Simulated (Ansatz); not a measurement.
Runs of Ansatz 0.2.0 on CuO. The structure is tetragonal, space group P4/mmm (No. 123). Conventional cell: a = 4.161 Å, b = 4.161 Å, c = 3.888 Å, α = 90.00°, β = 90.00°, γ = 90.00°. Around Cu (site symmetry mmm) lie 4 O at 1.94 to 2.08 Å. Cu (site symmetry 4/mmm) is surrounded by 6 O at 1.94 to 2.08 Å. O (site symmetry 4/mmm) has 6 Cu at 1.94 to 2.08 Å as nearest neighbours. O (site symmetry mmm) has 4 Cu at 1.94 to 2.08 Å as nearest neighbours. Measurements of this composition are mostly on another form, of space group No. 15.

| task | level | U | cell | cutoff (eV) | hubbard projectors | double counting | points for each segment of the path | gap on the mesh (eV) | pressure (GPa) | relaxed volume (Å³/atom) |
| --- | --- | --- | --- | --- | --- | --- | --- | --- | --- | --- |
| relaxation of cell and atoms | RPBE | - | relaxed | 420 | - | - | - | none | 0.0 | 12.05 |
| relaxation of cell and atoms | r2SCAN+U | Cu d U = 4.5 eV | relaxed | 500 | ortho-atomic (the default) | fll (the default) | - | none | 0.0 | (b) |
| single point | PBE | - | as given | 600 | - | - | - | none | 1.8 | - |
| relaxation of cell and atoms | LDA | - | relaxed | 420 | - | - | - | none | 0.0 | (a) |
| band structure | PBE+U | Cu d U = 5.3 eV | as given | 420 | ortho-atomic (the default) | fll (the default) | 14 | none | 4.9 | - |

Alike in all rows: potentials or basis Ansatz PAW; no spin polarisation; k mesh 7 × 7 × 7; smearing fermi-dirac 0.05 eV.

Q: Estimate the missing entries.

A: (a) 10.37; (b) 10.98.

Caveats: an odd number of electrons without spin polarisation forces a metal; a magnetic or distorted state may lie lower; the run has no spin polarisation, though such a crystal can be magnetic; the plane-wave basis is chosen anew once the cell has moved, so the energies of steps on either side of that aren't comparable (some runs); semilocal functionals often make such compounds metallic where correlation or magnetic order opens a gap, which also shifts bond lengths (some runs); the PAW data sets come from PBE, with cores solved anew for the run's functional, which leaves a small shift of forces and pressure (some runs); U without spin polarisation on a metal has little footing (some runs).

A gap of «none» marks a metal or a gap under the smearing width.
